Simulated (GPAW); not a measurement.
# InSe (GaSe-type monolayer): G0W0 on several meshes in GPAW

Aim: the GW shift of InSe (GaSe-type monolayer) against the k mesh.

Program: GPAW 26.7.0. Level of theory: PBE and many-body steps on it, plane waves. Results are calculated unless marked as measured.

This is a report of a sequence of runs, with most program output left out.

### Step 1. Set-up

The cell holds 4 atoms: 2 In and 2 Se. Cell: a = 4.068 Å, b = 4.068 Å, c = 16.000 Å, α = 90.0°, β = 90.0°, γ = 120.0°. Vacuum lies along c.

Coordinates:

```cif
data_structure
_symmetry_space_group_name_H-M 'P 1'
_symmetry_Int_Tables_number 1
_cell_length_a 4.0679
_cell_length_b 4.0679
_cell_length_c 16.0000
_cell_angle_alpha 90.000
_cell_angle_beta 90.000
_cell_angle_gamma 120.000
_cell_volume 229.30
loop_
_atom_site_label
_atom_site_type_symbol
_atom_site_fract_x
_atom_site_fract_y
_atom_site_fract_z
_atom_site_occupancy
In1 In 0.33333 0.66667 0.58804 1
In2 In 0.33333 0.66667 0.41196 1
Se3 Se 0.66667 0.33333 0.66804 1
Se4 Se 0.66667 0.33333 0.33196 1
```

The structure was relaxed with PBE. The runs that relaxed it are not among those shown.

### Step 2. Empty states on the mesh, 9×9×1 mesh, 382 bands

This step: GPAW 26.7.0; DFT, PBE, plane waves, PAW.

The sums over transitions need many empty states on a uniform mesh; this step solves for them.

run.py reads:

```python
import json
import numpy as np
from gpaw.mpi import world
from gpaw import GPAW

calc = GPAW('gs.gpw').fixed_density(kpts={'size': (9, 9, 1), 'gamma': True},
    parallel={'domain': 1, 'band': 1},
    txt='nscf.txt')
calc.diagonalize_full_hamiltonian(nbands=382)
calc.write('full.gpw', mode='all')
res = {}
kpts = calc.get_ibz_k_points()
res['kpts'] = kpts
res['eigenvalues'] = [calc.get_eigenvalues(kpt=k) for k in range(len(kpts))]
res['n_electrons'] = calc.get_number_of_electrons()

if world.rank == 0:
    with open('result.json', 'w') as f:
        json.dump(res, f, default=lambda x: x.tolist())
```

Launch:

```console
mpirun -n 12 gpaw python run.py
```

Run time: 1.9 min. Hardware: 12 MPI ranks of Arm Neoverse V2, shared host; peak memory 21 GiB; 23 min of CPU time.

This step gave:

* gap: 1.463 eV
* k of the valence top: 0.1111, 0, 0
* k of the conduction bottom: 0, 0, 0
* least direct gap: 1.525 eV
* k points computed: 12
* lowest point of the top converged band, above the valence top: 76.3442 eV

On this mesh the gap is 1.463 eV.

### Step 3. 9×9×1

G0W0 replaces the xc potential by the self-energy, built once from these orbitals. Only a window of levels is corrected, while the sums run over the empty bands that the input names.

This step: G0W0 on PBE, plane waves, PAW.

run.py reads:

```python
import json
import numpy as np
from gpaw.mpi import world
from gpaw.response.g0w0 import G0W0

gw = G0W0('full.gpw',
    filename='gw',
    kpts=[0, 1],
    bands=(17, 21),
    ecut=48,
    nbands=173,
    truncation='2D',
    integrate_gamma='sphere',
    q0_correction=True,
    frequencies={'type': 'nonlinear', 'domega0': 0.15, 'omega2': 15.0},
    eta=0.1,
    nblocksmax=True)
gw.calculate()
res = {mode: {k: v for k, v in r.items() if k != 'sigma_eskwn'}
       for mode, r in gw.all_results.items()}

if world.rank == 0:
    with open('result.json', 'w') as f:
        json.dump(res, f, default=lambda x: x.tolist())
```

Launch:

```console
mpirun -n 16 gpaw python run.py
```

Run time: 86 s. Hardware: 16 MPI ranks; peak memory 6.2 GiB.

Numbers from this step:

| Item | Value |
| --- | --- |
| G0W0 gap on the points computed | 2.808 eV |
| least direct G0W0 gap on the computed points | 2.878 eV |
| Z at the valence top | 0.7514 |
| Z at the conduction bottom | 0.7749 |
| starting gap on the mesh | 1.463 eV |
| k of the valence top | 0.1111, 0, 0 |
| k of the conduction bottom | 0, 0, 0 |

The gap on the mesh goes from 1.46 eV to 2.81 eV, a correction of +1.35 eV.

### Step 4. Empty states on the mesh, 6×6×1 mesh, 183 bands

This step: DFT, PBE, plane waves, PAW.

run.py reads:

```python
import json
import numpy as np
from gpaw.mpi import world
from gpaw import GPAW

calc = GPAW('gs.gpw').fixed_density(kpts={'size': (6, 6, 1), 'gamma': True},
    nbands=213,
    convergence={'bands': 183},
    txt='nscf.txt')
calc.write('full.gpw', mode='all')
res = {}
kpts = calc.get_ibz_k_points()
res['kpts'] = kpts
res['eigenvalues'] = [calc.get_eigenvalues(kpt=k) for k in range(len(kpts))]
res['n_electrons'] = calc.get_number_of_electrons()

if world.rank == 0:
    with open('result.json', 'w') as f:
        json.dump(res, f, default=lambda x: x.tolist())
```

Launch:

```console
mpirun -n 16 gpaw python run.py
```

Elapsed: 21 s, on 16 MPI ranks; peak memory 2.9 GiB.

This step gave:

| Property | Result |
| --- | --- |
| gap | 1.460 eV |
| k of the valence top | 0.1667, 0, 0 |
| k of the conduction bottom | 0, 0, 0 |
| least direct gap | 1.525 eV |
| k points computed | 7 |
| lowest point of the top converged band, above the valence top | 45.09 eV |

On this mesh the gap is 1.460 eV.

### Step 5. 6×6×1

This step: G0W0 on PBE, plane waves, PAW.

run.py reads:

```python
import json
import numpy as np
from gpaw.mpi import world
from gpaw.response.g0w0 import G0W0

gw = G0W0('full.gpw',
    filename='gw',
    kpts=[0, 1],
    bands=(17, 21),
    ecut=48,
    nbands=173,
    truncation='2D',
    integrate_gamma='sphere',
    q0_correction=True,
    frequencies={'type': 'nonlinear', 'domega0': 0.15, 'omega2': 15.0},
    eta=0.1,
    nblocksmax=True)
gw.calculate()
res = {mode: {k: v for k, v in r.items() if k != 'sigma_eskwn'}
       for mode, r in gw.all_results.items()}

if world.rank == 0:
    with open('result.json', 'w') as f:
        json.dump(res, f, default=lambda x: x.tolist())
```

Launch:

```console
mpirun -n 16 gpaw python run.py
```

Run time: 28 s. Hardware: 16 MPI ranks; peak memory 5.8 GiB; 7.5 min of CPU time.

This step gave:

```
G0W0 gap on the points computed              : 2.787 eV
least direct G0W0 gap on the computed points : 2.881 eV
Z at the valence top                         : 0.7492
Z at the conduction bottom                   : 0.7708
starting gap on the mesh                     : 1.460 eV
k of the valence top                         : 0.1667, 0, 0
k of the conduction bottom                   : 0, 0, 0
```

Against G0W0 in GPAW (9×9×1 mesh, 173 bands, screening to 48 eV, full frequency, Hilbert transform), the gap moves by −0.021 eV.

### Step 6. Side by side

Times are wall times on 16 MPI ranks of Arm Neoverse V2, shared host, good to a factor of about two.

```tsv
run	mesh	bands	screening cutoff (eV)	DFT gap (eV)	gap on the mesh (eV)	direct (eV)	time
9×9×1	9×9×1	173	48	1.463	2.808	2.878	86 s
6×6×1	6×6×1	173	48	1.460	2.787	2.881	28 s
```

### Step 7. What came out

```yaml
9x9x1: 2.808 eV
6x6x1: 2.787 eV
known_limits: not at the basis limit; no spin-orbit coupling
```

What this shows: 6×6×1: −0.021 eV against 9×9×1. Bands and cutoff are finite, so the gap is not at the basis limit. The miss can reach some tenths of an eV and take either sign; the mesh is an error of its own. These stock PAW sets were not made for GW; the filled d or f shell of Se lies in the frozen core, which bears on start and correction. In the G0W0 runs levels were corrected at 2 k points alone, so a gap called «on the mesh» is the least over those, and an edge elsewhere would be missed. The many-body steps are scalar-relativistic: spin-orbit coupling is not in them.

[Paths, hosts, dates, memory and timing lines, banners, echoed tables and standing remarks are left out of the program output.]

[Logs are printed without paths, hosts, clocks, repeated set-up lines and the standing remarks that a program may print on its own settings, such as how far it seeks lower states.]

[Runs of the session that timed out or met a known fault of the program may be left out.]

[Hosts, paths, dates, database ids (printed as entryN), source tags and the programs' standing remarks are cut or masked in the printed files.]
